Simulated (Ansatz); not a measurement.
## La under compression and expansion

```
La
1.0
     0.00000    3.33867    3.33867
     3.33867    0.00000    3.33867
     3.33867    3.33867    0.00000
La
2
Direct
  0.00000 0.00000 0.00000
  0.25000 0.25000 0.25000
```

The conventional cell has a = 6.677 Å, b = 6.677 Å, c = 6.677 Å, α = 90.00°, β = 90.00°, γ = 90.00°. Around La (atom 1) lie 4 La at 2.89 Å.

The structure comes from a relaxation in the same program, started in the diamond type, and has space group Fd-3m. Whether it is a known phase or the ground state wasn't checked.

Spin–orbit coupling is left out, though it moves levels of the heavy atoms by tenths of an eV or more.

All numbers are computed: DFT, PBE, all-electron LAPW, scalar-relativistic (Ansatz 0.2.0); DFT, PBE, PAW with Ansatz's default frozen-core files, scalar-relativistic (Ansatz 0.2.0).

For LAPW: a Γ-centred 10×10×10 k mesh, Fermi–Dirac smearing of 0.03 eV, basis error target 1 meV/atom, no spin polarisation. PAW takes a cutoff of 420 eV at this cell. The Ansatz runs share mesh, smearing and spin set-up. Plane-wave (PAW) pressures include the program's estimate of the Pulay term.

The cell above is scaled evenly, with fractional coordinates and shape held.

| V/V(cell) | V (Å³/atom) | P, LAPW (GPa) | P, PAW (GPa) |
| --- | --- | --- | --- |
| 0.9405 | 35.001 | ? | ? |
| 0.9800 | 36.471 | 1.00 | 0.96 |
| 1.0000 | 37.215 | 0.04 | 0.00 |
| 1.0200 | 37.959 | -0.80 | -0.84 |
| 1.0600 | 39.448 | -2.13 | -2.16 |

(1) Fill in the row V/V(cell) = 0.9405.

(2) What do Birch–Murnaghan fits to the pressures give?

## Answers

(1) P, LAPW (GPa) = 3.33, P, PAW (GPa) = 3.29.

(2) LAPW: V0 = 37.25 Å³/atom, B0 = 44 GPa, B0′ = 6.1; PAW: V0 = 37.22 Å³/atom, B0 = 44 GPa, B0′ = 6.1.
